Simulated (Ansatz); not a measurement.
A run of Ansatz 0.2.0 is set up as follows.

The input input.yaml:

```yaml
crystal:
  lattice:
    - [-1.65128, 1.65128, 1.65128]
    - [1.65128, -1.65128, 1.65128]
    - [1.65128, 1.65128, -1.65128]
  atoms:
    - { symbol: Ta, position: [0.0, 0.0, 0.0] }
hamiltonian:
  xc: pbesol
  pseudopotentials: { kind: paw }
kpoints:
  mp_grid: { grid: [11, 11, 11] }
scf:
  occupations: { method: fermi_dirac, width: 0.05 }
output:
  forces: true
  stress: true
  eigenvalues: true
relax:
  f_tol: 0.01
  max_steps: 40
  cell: { stress_tol: 0.05, p_target: 20.0 }
```

Potentials or basis: Ansatz PAW.

Command:

```sh
$ ansatz run input.yaml --threads 2 --pin off --max-ram 5632MiB --backend cpu --events-out ev --progress --plain --runs-dir out
```

Question: What does it give for the space group after relaxing (to 0.05 Å)?

Answer: Im-3m (No. 229).

Question: Estimate the band gap on the k mesh.

Answer: None (metal or under the smearing width).

Question: Estimate the relaxed volume.

Answer: 16.29 Å³/atom.

Question: Estimate the relaxed cell.

Answer: a = 2.766 Å, b = 2.766 Å, c = 2.766 Å, α = 109.47°, β = 109.47°, γ = 109.47°.

Final structure:
```cif
data_structure
_symmetry_space_group_name_H-M 'P 1'
_symmetry_Int_Tables_number 1
_cell_length_a 2.7660
_cell_length_b 2.7660
_cell_length_c 2.7660
_cell_angle_alpha 109.471
_cell_angle_beta 109.471
_cell_angle_gamma 109.471
_cell_volume 16.29
loop_
_atom_site_label
_atom_site_type_symbol
_atom_site_fract_x
_atom_site_fract_y
_atom_site_fract_z
_atom_site_occupancy
Ta1 Ta 0.00000 0.00000 0.00000 1
```

Caveat: the PAW data sets come from PBE, with cores solved anew for the run's functional, which leaves a small shift of forces and pressure. Spin-orbit coupling is left out, which matters for the levels of Ta.
